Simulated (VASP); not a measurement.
# SnTe (Fm-3m) in VASP: notebook

One crystal, SnTe, is run at these levels: r2SCAN, HSE06, PBE+D3(BJ), RPBE; tasks: relaxation of cell and atoms, single point.

All numbers are computed with VASP 6.6.1; they aren't measurements. Logs are shortened: lines on timing, memory, paths and dates and some standing lists are left out, and cuts for length are marked.

### Step 1. The structure

Symmetry: Fm-3m, No. 225, cubic system. The conventional cell has a = 6.302 Å, b = 6.302 Å, c = 6.302 Å, α = 90.00°, β = 90.00°, γ = 90.00°. Te (site symmetry m-3m) is surrounded by 6 Sn at 3.15 Å. Sn (site symmetry m-3m) is surrounded by 6 Te at 3.15 Å.

### Step 2. Relaxation of cell and atoms, r2SCAN

INCAR reads:

```
PREC     = Accurate       # precision mode
ENCUT    = 600            # plane-wave cutoff, eV
EDIFF    = 1E-7           # SCF threshold, eV
ISMEAR   = 0              # smearing method
SIGMA    = 0.02           # smearing width, eV
LREAL    = F              # projectors in reciprocal space
LASPH    = T              # aspherical terms in the spheres
NELM     = 60             # most SCF steps
ALGO     = Normal         # electronic algorithm
ISIF     = 3              # what is computed and relaxed
LWAVE    = F              # write WAVECAR
LCHARG   = F              # write CHGCAR
METAGGA  = R2SCAN         # meta-GGA
LMIXTAU  = T            
IBRION   = 2              # ionic algorithm
NSW      = 60             # ionic steps
EDIFFG   = -0.005         # ionic threshold
```

KPOINTS reads:

```
regular mesh
0
Gamma
  6 6 6
```

POSCAR reads:

```
SnTe
1.0
    0.0000000000      3.1508500000      3.1508500000
    3.1508500000      0.0000000000      3.1508500000
    3.1508500000      3.1508500000      0.0000000000
Te Sn
1 1
Direct
    0.5000000000      0.5000000000      0.5000000000
    0.0000000000      0.0000000000      0.0000000000
```

Potentials or basis: VASP PAW PBE potentials, release 64 (Te, Sn_d).

Launch:

```console
$ cat potpaw_PBE.64/Te/POTCAR potpaw_PBE.64/Sn_d/POTCAR > POTCAR
$ mpirun -np 1 vasp_std > vasp.out
```

OUTCAR:

```text
PREC = Accurate
   ENCUT = 600
   EDIFF = 1E-7
   ISMEAR = 0
   LREAL = F
   LASPH = T
   NELM = 60
   ISIF = 3
   METAGGA = R2SCAN
   IBRION = 2
   NSW = 60
   EDIFFG = -0.005

 ion  position               nearest neighbor table
   1  0.500  0.500  0.500-   2 3.15   2 3.15   2 3.15   2 3.15   2 3.15   2 3.15
   2  0.000  0.000  0.000-   1 3.15   1 3.15   1 3.15   1 3.15   1 3.15   1 3.15

  LATTYP: Found a face centered cubic cell.
 ALAT       =     6.3017000000

  Lattice vectors:

 A1 = (   0.0000000000,   3.1508500000,   3.1508500000)
 A2 = (   3.1508500000,   0.0000000000,   3.1508500000)
 A3 = (   3.1508500000,   3.1508500000,   0.0000000000)

Analysis of symmetry for initial positions (statically):
=====================================================================
 Subroutine PRICEL returns:
 Original cell was already a primitive cell.

 Routine SETGRP: Setting up the symmetry group for a
 face centered cubic supercell.

 Subroutine GETGRP returns: Found 48 space group operations
 (whereof 48 operations were pure point group operations)
 out of a pool of 48 trial point group operations.

The static configuration has the point symmetry O_h .

Analysis of symmetry for dynamics (positions and initial velocities):
=====================================================================
 Subroutine PRICEL returns:
 Original cell was already a primitive cell.

 Routine SETGRP: Setting up the symmetry group for a
 face centered cubic supercell.

 Subroutine GETGRP returns: Found 48 space group operations
 (whereof 48 operations were pure point group operations)
 out of a pool of 48 trial point group operations.

The dynamic configuration has the point symmetry O_h .

 Subroutine INISYM returns: Found 48 space group operations
 (whereof 48 operations are pure point group operations),
 and found     1 'primitive' translations

----------------------------------------------------------------------------------------

                                     Primitive cell

  volume of cell :      62.5624

  direct lattice vectors                    reciprocal lattice vectors
     0.000000000  3.150850000  3.150850000    -0.158687338  0.158687338  0.158687338
     3.150850000  0.000000000  3.150850000     0.158687338 -0.158687338  0.158687338
     3.150850000  3.150850000  0.000000000     0.158687338  0.158687338 -0.158687338

  length of vectors
     4.455974803  4.455974803  4.455974803     0.274854533  0.274854533  0.274854533

  position of ions in fractional coordinates (direct lattice)
     0.500000000  0.500000000  0.500000000
     0.000000000  0.000000000  0.000000000

  ion indices of the primitive-cell ions
   primitive index   ion index
                 1           1
                 2           2

----------------------------------------------------------------------------------------

 KPOINTS: regular mesh

Automatic generation of k-mesh.
 Grid dimensions read from file:
 generate k-points for:    6    6    6

 Generating k-lattice:

  Cartesian coordinates                     Fractional coordinates (reciprocal lattice)
    -0.026447890  0.026447890  0.026447890     0.166666667  0.000000000  0.000000000
     0.026447890 -0.026447890  0.026447890     0.000000000  0.166666667  0.000000000
     0.026447890  0.026447890 -0.026447890     0.000000000  0.000000000  0.166666667

  Length of vectors
     0.045809089  0.045809089  0.045809089

  Shift w.r.t. Gamma in fractional coordinates (k-lattice)
     0.000000000  0.000000000  0.000000000

 Subroutine IBZKPT returns following result:
 ===========================================

 Found     16 irreducible k-points:

 Following reciprocal coordinates:
            Coordinates               Weight
  0.000000  0.000000  0.000000      1.000000
  0.166667  0.000000  0.000000      8.000000
  0.333333  0.000000  0.000000      8.000000
  0.500000  0.000000  0.000000      4.000000
  0.166667  0.166667  0.000000      6.000000
  0.333333  0.166667  0.000000     24.000000
[... 8 lines left out ...]
 -0.333333  0.333333  0.166667     24.000000
 -0.333333  0.500000  0.166667     12.000000
   k-points           NKPTS =     16   k-points in BZ     NKDIM =     16   number of bands    NBANDS=     14
   number of dos      NEDOS =    301   number of ions     NIONS =      2
   total plane-waves  NPLWV =  46656
   dimension x,y,z NGX =    36 NGY =   36 NGZ =   36
   dimension x,y,z NGXF=    72 NGYF=   72 NGZF=   72
   ions per type =               1   1
   NGX,Y,Z   is equivalent  to a cutoff of  13.43, 13.43, 13.43 a.u.
   NGXF,Y,Z  is equivalent  to a cutoff of  26.86, 26.86, 26.86 a.u.
 SYSTEM =  unknown system
   PREC   = accura    normal or accurate (medium, high low for compatibility)
   ISTART =      0    job   : 0-new  1-cont  2-samecut
   ICHARG =      2    charge: 1-file 2-atom 10-const
   ISPIN  =      1    spin polarized calculation?
   LNONCOLLINEAR =      F non collinear calculations
   LSORBIT =      F    spin-orbit coupling
   LASPH  =      T    aspherical Exc in radial PAW
   ENCUT  =  600.0 eV  44.10 Ry    6.64 a.u.   8.90  8.90  8.90*2*pi/ulx,y,z
   NELM   =     60;   NELMIN=  2; NELMDL= -5     # of ELM steps
   EDIFF  = 0.1E-06   stopping-criterion for ELM
   LREAL  =      F    real-space projection
   EDIFFG = -.5E-02   stopping-criterion for IOM
   NSW    =     60    number of steps for IOM
   IBRION =      2    ionic relax: 0-MD 1-quasi-New 2-CG
   NFREE  =      1    steps in history (QN), initial steepest desc. (CG)
   ISIF   =      3    stress and relaxation
   ISYM   =      2    0-nonsym 1-usesym 2-fastsym
   POTIM  = 0.5000    time-step for ionic-motion
   TEBEG  =    0.0;   TEEND  =   0.0 temperature during run
   PSTRESS=    0.0 pullay stress
   NELECT =      20.0000    total number of electrons
   NUPDOWN=      -1.0000    fix difference up-down
   EMIN   =  10.00;   EMAX   =-10.00  energy-range for DOS
   EFERMI =   0.00;   METHOD = LEGACY
   ISMEAR =     0;   SIGMA  =   0.02  broadening in eV -4-tet -1-fermi 0-gaus
   EFERMI_NEDOS =   21; number of points for ismear=-14 and -15
   IALGO  =     38    algorithm
   IMIX   =      4    mixing-type and parameters
     AMIX     =   0.40;   BMIX     =  1.00
     AMIX_MAG =   1.60;   BMIX_MAG =  1.00
  volume/ion in A,a.u.               =      31.28       211.10
  Fermi-wavevector in a.u.,A,eV,Ry     =   1.119387  2.115336 17.048485  1.253028
  Thomas-Fermi vector in A             =   2.256026
   LORBIT       =      0    0 simple, 1 ext, 2 COOP (PROOUT), +10 PAW based schemes
   METAGGA = R2SCAN    functional components
   LHFCALC =     F    Hartree Fock is set to
   AEXX    =    0.0000 exact exchange contribution
   IVDW    =     0    specifies the selected vdW correction
   LEPSILON=     F    determine dielectric tensor
   LRPA    =     F    only Hartree local field effects (RPA)
 conjugate gradient relaxation of ions
 non-spin polarized calculation
 Gauss-broadening in eV      SIGMA  =   0.02
  energy-cutoff  :      600.00
  volume of cell :       62.56
 maximum number of plane-waves:      2100
   NGX = 17   NGY = 17   NGZ = 17

--------------------------------------- Ionic step        1  -------------------------------------------

 number of electron      19.9999998 magnetization

 Free energy of the ion-electron system (eV)
  ---------------------------------------------------
  ext. energy  EPLUGINS =         0.00000000
  ---------------------------------------------------
  free energy    TOTEN  =       -50.67239422 eV

  energy without entropy =      -50.67216216  energy(sigma->0) =      -50.67227819

 E-fermi :   7.1228     XC(G=0): -10.0682

 val. band max:        7.1074175895   @ k =   0.5000   0.0000   0.0000
 cond. band min:       7.1380975969   @ k =   0.5000   0.0000   0.0000
 fundamental gap:      0.0306800074
 Fermi energy:         7.1227575933

 k-point     1 :       0.0000    0.0000    0.0000
  band No.  band energies     occupation
      1     -15.7475      2.00000
      2     -15.7475      2.00000
      3     -15.7365      2.00000
      4     -15.7364      2.00000
      5     -15.7364      2.00000
      6      -6.4795      2.00000
      7       2.2840      2.00000
      8       4.5317      2.00000
      9       4.5317      2.00000
     10       4.5317      2.00000
     11      10.4568      0.00000
     12      10.4568      0.00000
     13      10.4568      0.00000
     14      11.9828      0.00000

 k-point     2 :       0.1667    0.0000    0.0000
  band No.  band energies     occupation
      1     -15.7488      2.00000
      2     -15.7488      2.00000
      3     -15.7360      2.00000
      4     -15.7349      2.00000
      5     -15.7349      2.00000
      6      -6.2346      2.00000
      7       0.9694      2.00000
      8       4.5829      2.00000
      9       4.5829      2.00000
     10       5.4705      2.00000
[... 298 lines left out ...]
 POSITION                                       TOTAL-FORCE (eV/Angst)
 -----------------------------------------------------------------------------------
      3.20309      3.20309      3.20309        -0.000000     -0.000000      0.000000
      6.40618      6.40618      6.40618         0.000000      0.000000     -0.000000
 -----------------------------------------------------------------------------------
    total drift:                                0.000000      0.000000      0.000000

  FREE ENERGIE OF THE ION-ELECTRON SYSTEM (eV)
  ---------------------------------------------------
  free  energy   TOTEN  =       -50.6835478015 eV

  energy  without entropy=      -50.6835478015  energy(sigma->0) =      -50.68354780

--------------------------------------- Ionic step        3  -------------------------------------------

 number of electron      20.0000003 magnetization

 Free energy of the ion-electron system (eV)
  ---------------------------------------------------
  ext. energy  EPLUGINS =         0.00000000
  ---------------------------------------------------
  free energy    TOTEN  =       -50.68502151 eV

  energy without entropy =      -50.68502151  energy(sigma->0) =      -50.68502151

 E-fermi :   6.6240     XC(G=0):  -9.8911

 val. band max:        6.5517226983   @ k =   0.5000   0.0000   0.0000
 cond. band min:       6.6963907389   @ k =   0.5000   0.0000   0.0000
 fundamental gap:      0.1446680406
 Fermi energy:         6.6240346253

 k-point     1 :       0.0000    0.0000    0.0000
  band No.  band energies     occupation
      1     -16.1930      2.00000
      2     -16.1930      2.00000
      3     -16.1845      2.00000
      4     -16.1845      2.00000
      5     -16.1845      2.00000
      6      -6.6574      2.00000
      7       1.6675      2.00000
      8       4.1792      2.00000
      9       4.1792      2.00000
     10       4.1792      2.00000
     11       9.9149      0.00000
     12       9.9150      0.00000
     13       9.9150      0.00000
     14      11.5956      0.00000

 k-point     2 :       0.1667    0.0000    0.0000
  band No.  band energies     occupation
      1     -16.1941      2.00000
      2     -16.1941      2.00000
      3     -16.1841      2.00000
      4     -16.1831      2.00000
      5     -16.1831      2.00000
      6      -6.4260      2.00000
      7       0.5088      2.00000
      8       4.2300      2.00000
      9       4.2300      2.00000
     10       4.9946      2.00000
[... 262 lines left out ...]
 POSITION                                       TOTAL-FORCE (eV/Angst)
 -----------------------------------------------------------------------------------
      3.18970      3.18970      3.18970        -0.000000      0.000000     -0.000000
      0.00000      0.00000      0.00000         0.000000     -0.000000      0.000000
 -----------------------------------------------------------------------------------
    total drift:                               -0.000000      0.000000      0.000000

  FREE ENERGIE OF THE ION-ELECTRON SYSTEM (eV)
  ---------------------------------------------------
  free  energy   TOTEN  =       -50.6850215085 eV

  energy  without entropy=      -50.6850215076  energy(sigma->0) =      -50.68502151

 reached required accuracy - stopping structural energy minimisation
```

It took 3.5 min on 1 thread of Intel Xeon Platinum 8259CL at 2.50GHz (Skylake/Cascade Lake), shared host; peak memory 0.24 GiB.

What came out:

* Free energy: -50.6850 eV
* Relaxed volume: 32.45 Å³/atom
* Relaxed cell: a = 4.511 Å, b = 4.511 Å, c = 4.511 Å, α = 60.00°, β = 60.00°, γ = 60.00°
* Space group after relaxing (to 0.05 Å): Fm-3m (No. 225)
* Energy gained by relaxing: 6.3 meV/atom
* Ionic steps: 3
* Pressure after relaxing: 0.0 GPa
* Band gap on the k mesh: 0.14 eV, direct

The path:
| step | energy change (eV) | largest force (eV/Å) | pressure (GPa) | volume (Å³) |
| --- | --- | --- | --- | --- |
| 1 | 0.0000 | 0.0000 | 1.76 | 62.56 |
| 2 | -0.0112 | 0.0000 | -0.56 | 65.73 |
| 3 | -0.0126 | 0.0000 | 0.00 | 64.91 |

Final structure:
```
Te Sn
1.0
     0.00000    3.18970    3.18970
     3.18970    0.00000    3.18970
     3.18970    3.18970    0.00000
Te Sn
1 1
Cartesian
  3.1897 3.1897 3.1897
  0.0000 0.0000 0.0000
```

Caveat: the PAW data sets were made with another functional, which shifts forces and pressure a little; spin-orbit coupling is left out, which moves the levels of the heavy elements. A k mesh can miss the band edges.

### Step 3. Single point, HSE06, spin-orbit coupling, no magnetisation

POSCAR is that of step 2.

INCAR.step1 reads:

```
SYSTEM = SnTe
PREC = Accurate ; ENCUT = 520
EDIFF = 1E-5 ; ISMEAR = 0
SIGMA = 0.02 ; LREAL = .FALSE.
LASPH = .TRUE. ; NELM = 100
ALGO = Normal ; ISIF = 2
LWAVE = .TRUE. ; MAGMOM = 0 0 0 0 0 0
LORBIT = 11 ; LSORBIT = .TRUE.
GGA_COMPAT = .FALSE. ; NBANDS = 32
GGA = PE ; KPAR = 4
```

INCAR.step2 reads:

```
SYSTEM = SnTe
PREC = Accurate ; ENCUT = 520
EDIFF = 1E-6 ; ISMEAR = 0
SIGMA = 0.02 ; LREAL = .FALSE.
LASPH = .TRUE. ; NELM = 100
ALGO = Normal ; ISIF = 2
LWAVE = .FALSE. ; LCHARG = .TRUE.
MAGMOM = 0 0 0 0 0 0 ; LORBIT = 11
LSORBIT = .TRUE. ; GGA_COMPAT = .FALSE.
GGA = PE ; LHFCALC = .TRUE.
HFSCREEN = 0.2 ; PRECFOCK = Fast
LVHAR = .TRUE. ; NBANDS = 32
ISTART = 1 ; KPAR = 4
```

KPOINTS reads:

```
Automatic mesh
0
G
  6 6 6
  0 0 0
```

Potentials or basis: VASP PAW PBE potentials, release 64 (Te, Sn_d).

Launch:

```console
$ cat potpaw_PBE.64/Te/POTCAR potpaw_PBE.64/Sn_d/POTCAR > POTCAR
$ cp INCAR.step1 INCAR
$ mpirun -np 4 vasp_ncl > vasp.out
$ cp INCAR.step2 INCAR
$ mpirun -np 4 vasp_ncl > vasp.out
```

It took 44 min on 4 MPI ranks of Intel Xeon Platinum 8488C (Sapphire Rapids), shared host; peak memory 0.52 GiB.

Results (log left out):

```yaml
Free_energy: -9.1908 eV
Pressure: 0.9 GPa
Valence_electrons_inside_the_program's_atomic_spheres: Te 3.48; Sn 12.11
```

Caveat: the PAW data sets were made with another functional, which shifts forces and pressure a little.

### Step 4. Relaxation of cell and atoms, PBE+D3(BJ)

INCAR reads:

```
SYSTEM = SnTe
  PREC = Accurate
  ENCUT = 600
  EDIFF = 1E-6
  ISMEAR = 0
  SIGMA = 0.02
  LREAL = .False.
  LASPH = .True.
  NELM = 80
  ALGO = Fast
  ISIF = 3
  LWAVE = .False.
  LCHARG = .False.
  GGA = PE
  IVDW = 12
  IBRION = 2
  NSW = 40
  EDIFFG = -0.01
```

KPOINTS reads:

```
Automatic mesh
0
Gamma
  6 6 6
  0 0 0
```

POSCAR is that of step 3.

Launch:

```console
$ cat potpaw_PBE.64/Te/POTCAR potpaw_PBE.64/Sn_d/POTCAR > POTCAR
$ mpirun -np 1 vasp_std > vasp.out
```

Run time: 18 s. Hardware: 1 thread of AMD EPYC 9R45 (Zen 5), shared host; peak memory 0.19 GiB.

It converged, with:

```
Free energy                            : -8.3443 eV
Relaxed volume                         : 31.34 Å³/atom
Relaxed cell                           : a = 4.459 Å, b = 4.459 Å, c = 4.459 Å, α = 60.00°, β = 60.00°, γ = 60.00°
Space group after relaxing (to 0.05 Å) : Fm-3m (No. 225)
Energy gained by relaxing              : 0.0 meV/atom
Ionic steps                            : 2
Pressure after relaxing                : 0.0 GPa
Band gap on the k mesh                 : 0.09 eV, direct
Dispersion energy per atom             : -0.400 eV
```

Final structure:
```
Te Sn
1.0
     0.00000    3.15267    3.15267
     3.15267    0.00000    3.15267
     3.15267    3.15267    0.00000
Te Sn
1 1
Direct
  0.50000 0.50000 0.50000
  0.00000 0.00000 0.00000
```

Levels at points of the mesh, in eV from the valence-band top:
```
           k point  band 6  band 7  band 8  band 9  band 10  band 11  band 12  band 13  band 14
(0.00, 0.00, 0.00)  -12.80   -4.70   -2.15   -2.15    -2.15     3.33     3.33     3.33     4.74
(0.50, 0.00, 0.00)  -11.53   -8.34   -1.81   -1.81     0.00     0.09     0.36     0.36     7.77
(0.50, 0.50, 0.00)  -11.23   -6.48   -5.58   -3.75    -3.75     2.17     4.91     4.91     6.37
```

Caveat: spin-orbit coupling is left out, which moves the levels of the heavy elements.

### Step 5. Single point, RPBE

INCAR reads:

```
SYSTEM = SnTe
ALGO     = Normal         ! electronic algorithm
EDIFF    = 1E-6           ! SCF threshold, eV
ENCUT    = 520            ! plane-wave cutoff, eV
GGA      = RP             ! functional
ISIF     = 2              ! what is computed and relaxed
ISMEAR   = 0              ! smearing method
LASPH    = .TRUE.         ! aspherical terms in the spheres
LCHARG   = .TRUE.         ! write CHGCAR
LELF     = .TRUE.         ! ELF
LREAL    = .FALSE.        ! projectors in reciprocal space
LVHAR    = .TRUE.       
LWAVE    = .FALSE.        ! write WAVECAR
NELM     = 100            ! most SCF steps
PREC     = Accurate       ! precision mode
SIGMA    = 0.05           ! smearing width, eV
```

KPOINTS reads:

```
k-points
0
G
  7 7 7
  0 0 0
```

POSCAR is that of step 4.

Launch:

```console
$ cat potpaw_PBE.64/Te/POTCAR potpaw_PBE.64/Sn_d/POTCAR > POTCAR
$ mpirun -np 1 vasp_std > vasp.out
```

Wall time 16 s (1 thread of AMD EPYC 9R45 (Zen 5), shared host); peak memory 0.17 GiB.

Results (log left out):

```
Free energy : -6.8196 eV
Pressure    : 3.6 GPa
```

Levels at points of the mesh, in eV from the Fermi level:
| k point | band 8 | band 9 | band 10 | band 11 | band 12 | band 13 |
| --- | --- | --- | --- | --- | --- | --- |
| (0.00, 0.00, 0.00) | -2.20 | -2.20 | -2.20 | 3.34 | 3.34 | 3.34 |

Caveat: this odd mesh misses L, where the gap lies, so gap, dielectric constants and Born charges aren't listed; the PAW data sets were made with another functional, which shifts forces and pressure a little.

### Step 6. The reference run

An earlier run on the cell as given: functional PBE; potentials or basis VASP PAW PBE potentials, release 64 (Te, Sn_d); cutoff 520 eV; k mesh 7 × 7 × 7; occupations fermi-dirac, width 0.05 eV; no spin polarisation.

- Pressure: 2.2 GPa

### Step 7. The runs side by side

```tsv
task	level	spin	cell	k mesh	cutoff (eV)	smearing	ladder	grid for exact exchange (PRECFOCK)	screening parameter	gap on the mesh (eV)	pressure (GPa)	relaxed volume (Å³/atom)
relaxation of cell and atoms	r2SCAN	off	relaxed	6 × 6 × 6	600	gaussian 0.02 eV	gaps	-	-	0.14	0.0	32.45
single point	HSE06	SOC, no magnetisation	as given	6 × 6 × 6	520	gaussian 0.02 eV	gaps	Fast	0.2 1/A	-	0.9	-
relaxation of cell and atoms	PBE+D3(BJ)	off	relaxed	6 × 6 × 6	600	gaussian 0.02 eV	gaps	-	-	0.09	0.0	31.34
single point	RPBE	off	as given	7 × 7 × 7	520	gaussian 0.05 eV	-	-	-	-	3.6	-
single point	PBE	off	as given	7 × 7 × 7	520	fermi-dirac 0.05 eV	-	-	-	-	2.2	-
```

Alike in all rows: potentials or basis VASP PAW PBE potentials, release 64 (Te, Sn_d).

The pressure there spans 0.9 GPa (HSE06) to 3.6 GPa (RPBE); a positive pressure means that this level wants a larger cell, a negative one a smaller.

Caveats: the PAW data sets were made with another functional, which shifts forces and pressure a little (some runs); spin-orbit coupling is left out, which moves the levels of the heavy elements (some runs).

Absolute energies hang on the potentials; compare differences alone.
